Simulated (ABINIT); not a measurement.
Wanted: the native input for an ABINIT 10.8.3 (patched build) run.

* Task: band structure
* Functional: PBE
* Potentials or basis: JTH PAW PBE v2.0
* Cutoff: 517 eV
* k mesh: 10 × 10 × 5
* Occupations: fermi-dirac, width 0.05 eV
* Spin: no spin polarisation
* Fine-grid cutoff: 1034.03 eV

The system is Hf.

```
CELL_PARAMETERS angstrom
3.19670 0.00000 0.00000
-1.59835 2.76842 0.00000
0.00000 0.00000 5.05780
ATOMIC_POSITIONS crystal
Hf 0.66667 0.33333 0.75000
Hf 0.33333 0.66667 0.25000
```

One way to write it, as run:

run.abi

```
# Datasets: ground state, then fixed potential
ndtset 2

# Pseudopotentials
pp_dirpath "./"
pseudos "Hf.GGA_PBE-JTH.xml"

# Structure
acell 3*1.0
rprim
     6.0408875026     0.0000000000     0.0000000000
    -3.0204437513     5.2315620387     0.0000000000
     0.0000000000     0.0000000000     9.5578567931
ntypat 1
znucl 72
natom 2
typat 1 1
xred
     0.6666666667     0.3333333333     0.7500000000
     0.3333333333     0.6666666667     0.2500000000

# Plane-wave basis
ecut 517.016339 eV
pawecutdg 38.0
pawxcdev 0

# Exchange and correlation
ixc 11

# Bands and occupations
occopt 3
tsmear 0.05 eV

# SCF cycle
nstep 100

# Output
iomode 3
prtwf 0
prteig 0
prtebands 0
enunit 1
prtden1 1

# Dataset 1
kptopt1 1
ngkpt1 10 10 5
nshiftk1 1
shiftk1 0.0 0.0 0.0
nband1 16
tolvrs1 1.0e-9

# Dataset 2: bands along G-M-K-G-A-L-H-A
iscf2 -2
getden2 1
nband2 22
nbdbuf2 4
tolwfr2 1.0e-11
kptopt2 -7
ndivsm2 8
prteig2 1
prtvol2 -3
kptbounds2
     0.0000000000     0.0000000000     0.0000000000
     0.5000000000     0.0000000000     0.0000000000
     0.3333333333     0.3333333333     0.0000000000
     0.0000000000     0.0000000000     0.0000000000
     0.0000000000     0.0000000000     0.5000000000
     0.5000000000     0.0000000000     0.5000000000
     0.3333333333     0.3333333333     0.5000000000
     0.0000000000     0.0000000000     0.5000000000
```

Potentials or basis: JTH PAW PBE v2.0.

Launch:

```sh
$ abinit run.abi > log 2>&1
```

It gave:

| Quantity | Value |
| --- | --- |
| Pressure | 0.5 GPa |
| Band gap on the k mesh | none (metal or under the smearing width) |
| Valence electrons inside the program's atomic spheres | Hf 9.47 (radii [1.2759] Å) |

Caveat: spin-orbit coupling is left out, which moves the levels of the heavy elements.

Wall time 58 s on 1 thread of Arm Neoverse V1 (shared host), peak memory 0.13 GiB.
